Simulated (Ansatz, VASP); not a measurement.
## Al in VASP and in Ansatz

```
Al
1.0
     2.81442    0.00000    0.00000
    -1.40721    2.43736    0.00000
     0.00000    0.00000    9.24105
Al
4
Cartesian
  0.0000 0.0000 0.0000
  0.0000 1.6249 2.3103
  0.0000 0.0000 4.6205
  1.4072 0.8125 6.9308
```

Alike in both runs: functional PBE; dispersion D3(BJ); k mesh 18 × 18 × 6; occupations gaussian, width 0.1 eV; no spin polarisation.

Ansatz relaxed the structure, and its values are those at the end. VASP's run is a single point on that final structure, the one shown.

|  | VASP | Ansatz |
| --- | --- | --- |
| version | VASP 6.6.1 | Ansatz 0.2.0 |
| potentials or method | VASP PAW PBE potentials, release 64 (Al) | scalar-relativistic, plane waves, PAW |
| plane-wave cutoff (eV) | 520 | 420 |
| valence electrons in the cell | 12 | 12 |

|  | VASP | Ansatz | Ansatz less VASP |
| --- | --- | --- | --- |
| gap on the k mesh at the Fermi level (eV) | none | none | - |
| pressure (GPa) | 0.0 | 0.0 | 0.00 |

A gap of «none» marks a metal or a gap that the smearing closes.

Caveats: pairwise dispersion overbinds metals, which lowers pressure and volume.
